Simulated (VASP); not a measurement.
# MnO₂: DFT+U ground state, by Hubbard U and LDAUTYPE

MnO₂, P6_3/mmc (no. 194), 6 atoms in the cell.

| Hubbard U (eV) | LDAUTYPE | Hund's J (eV) | Form of DFT+U | Gap (eV) | Largest site moment (muB) | Time (s) |
|---|---|---|---|---|---|---|
| Mn shell d, U 4.7 | 1 | 0.7 | Liechtenstein, U + J and J | 2.45 | 3.03 | 32 |
| Mn shell d, U 4 | 1 | – | Liechtenstein, J = 0 | 2.29 | 3.13 | 33 |
| Mn shell d, U 4.7 | 2 | 0.7 | Dudarev, U + J and J | 2.29 | 3.13 | 30 |
| Mn shell d, U 4 | 2 | – | Dudarev, U alone | 2.29 | 3.13 | 30 |
| Mn shell d, U 4, O shell p, U 6 | 2 | – | Dudarev, U on the anion p shell too | 2.30 | 3.19 | 36 |
| Mn shell d, U 4.7 | 4 | 0.7 | type 4, U + J and J | 2.03 | 2.91 | 34 |
| – | – | – | none | 0.58 | 2.80 | 32 |

Limits: The cell is the same for all forms and was relaxed for none; total energies under different U or different forms can't be compared; magnetic orders weren't compared, so this needn't be the magnetic ground state.

## Input of the first row

INCAR:
```
ALGO     = Normal         # electronic algorithm
AMIX     = 0.2          
AMIX_MAG = 0.8          
BMIX     = 1E-4         
BMIX_MAG = 1E-4         
EDIFF    = 1E-6           # SCF threshold, eV
ENCUT    = 520            # plane-wave cutoff, eV
GGA      = CA             # functional
ISIF     = 2              # what is computed and relaxed
ISMEAR   = 0              # smearing method
ISPIN    = 2              # spin polarisation
LASPH    = T              # aspherical terms in the spheres
LCHARG   = F              # write CHGCAR
LDAU     = T              # DFT+U
LDAUJ    = 0.7 0        
LDAUL    = 2 -1           # shell
LDAUPRINT= 1            
LDAUTYPE = 1            
LDAUU    = 4.7 0          # U, eV
LMAXMIX  = 4              # l up to which the mixer works
LORBIT   = 11             # projections on sites
LREAL    = F              # projectors in reciprocal space
LWAVE    = F              # write WAVECAR
MAGMOM   = 5 -5 0 0 0 0   # initial moments
NELM     = 200            # most SCF steps
PREC     = Accurate       # precision mode
SIGMA    = 0.05           # smearing width, eV
VOSKOWN  = 1             
```

KPOINTS:
```
k-points
0
Gamma
  9 9 3
```

POSCAR:
```
MnO2
1.0
    2.8549554371      0.0000000000      0.0000000000
   -1.4274777185      2.4724639352      0.0000000000
    0.0000000000      0.0000000000     10.2217427273
Mn O
2 4
Direct
    0.0000000000      0.0000000000      0.5000000000
    0.0000000000      0.0000000000      0.0000000000
    0.6666666667      0.3333333333      0.4068564500
    0.6666666667      0.3333333333      0.0931435500
    0.3333333333      0.6666666667      0.5931435500
    0.3333333333      0.6666666667      0.9068564500
```

Commands:
```
cat potpaw_LDA.64/Mn_pv/POTCAR potpaw_LDA.64/O/POTCAR > POTCAR
mpirun -np 4 vasp_std > vasp.out
```

Changes of the last row against the first:
```
- LDAU = True
- LDAUTYPE = 1
- LDAUL = 2 -1
- LDAUU = 4.7 0
- LDAUJ = 0.7 0
- LDAUPRINT = 1
```

VASP 6.6.1 took 32 s on 4 cores (Intel Xeon Platinum 8259CL @ 2.50GHz (Skylake/Cascade Lake)), a shared host.
